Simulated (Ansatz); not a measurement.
Work and stress of cleavage in TiAl$_{3}$

Theory: Ansatz 0.2.0, DFT PBEsol, scalar-relativistic, plane waves, PAW. Cutoff 420 eV, Γ-centred 12×12×3 k-points, Gaussian smearing of 0.15 eV. No spin polarisation. Energies are free energies at this smearing, counted from the undisturbed cell; pressure is positive in compression.

The starting cell (relaxed at this level):

```yaml
crystal:
  lattice:
    - [-3.81555, 0.00000, 0.00000]
    - [0.00000, -3.81555, 0.00000]
    - [0.00000, 0.00000, 17.10799]
  atoms:
    - { symbol: Ti, position: [0.00000, 0.00000, 0.93750] }
    - { symbol: Ti, position: [0.50000, 0.50000, 0.68750] }
    - { symbol: Ti, position: [0.00000, 0.00000, 0.43750] }
    - { symbol: Ti, position: [0.50000, 0.50000, 0.18750] }
    - { symbol: Al, position: [0.00000, 0.00000, 0.18750] }
    - { symbol: Al, position: [0.50000, 0.50000, 0.93750] }
    - { symbol: Al, position: [0.00000, 0.00000, 0.68750] }
    - { symbol: Al, position: [0.50000, 0.50000, 0.43750] }
    - { symbol: Al, position: [0.50000, 0.00000, 0.31250] }
    - { symbol: Al, position: [0.00000, 0.50000, 0.06250] }
    - { symbol: Al, position: [0.50000, 0.00000, 0.81250] }
    - { symbol: Al, position: [0.00000, 0.50000, 0.56250] }
    - { symbol: Al, position: [0.00000, 0.50000, 0.31250] }
    - { symbol: Al, position: [0.50000, 0.00000, 0.06250] }
    - { symbol: Al, position: [0.00000, 0.50000, 0.81250] }
    - { symbol: Al, position: [0.50000, 0.00000, 0.56250] }
```

The cut lies on the cell's a–b face, a (0 0 1) plane (indices in the standard cell, whose axes needn't be the Cartesian ones shown) of area 14.56 Å², between layers 2.14 Å apart. Vector c is lengthened by d along the normal with the atoms' Cartesian places fixed: one unrelaxed cut a cell. The traction is positive where the two halves pull on each other.

| d (Å) | energy (J/m²) | traction (GPa) |
| --- | --- | --- |
| -0.30 | 0.48 | -35.6 |
| -0.15 | 0.11 | -15.1 |
| 0.00 | 0.00 | 0.1 |
| 0.25 | 0.22 | 15.5 |
| 0.50 | 0.70 | 22.2 |
| 0.75 | 1.28 | 23.5 |
| 1.00 | 1.86 | 22.0 |
| 1.50 | 2.80 | 15.5 |
| 2.00 | 3.41 | 9.1 |
| 3.00 | 3.91 | 2.1 |
| 4.50 | 4.02 | 0.1 |
| 6.00 | 4.02 | 0.0 |

Task: What are the work of separation and the cleavage stress, and do they fit the universal binding curve?

Result: The energy levels off near W ≈ 4.02 J/m² (the traction is down to 0.0 GPa), the energy of the two unrelaxed faces, 2.01 J/m² each on average. The largest sampled traction is 23.5 GPa at d = 0.75 Å, and a parabola through it and its two neighbours peaks at σ_max ≈ 23.5 GPa, d ≈ 0.74 Å. The curve E = W[1 − (1 + d/ℓ)exp(−d/ℓ)] peaks in traction at d = ℓ with σ_max = W/(eℓ); with 1 J/m² per Å = 10 GPa this W and σ_max give ℓ = 0.63 Å. A parabola through that curve at the same three d peaks at 0.64 Å, against 0.74 Å here, a fair fit. Real crystals break at far lower stress, because cracks concentrate it, and on the plane of lowest W, which needn't be this one.

The cut is rigid; relaxing the faces lowers these energies and usually the stresses.

In a metal these slopes depend on the k mesh and the smearing.

Cost: 12 runs of about 6.8 core-minutes in all, on AMD EPYC 9R45 (Zen 5) (shared hosts).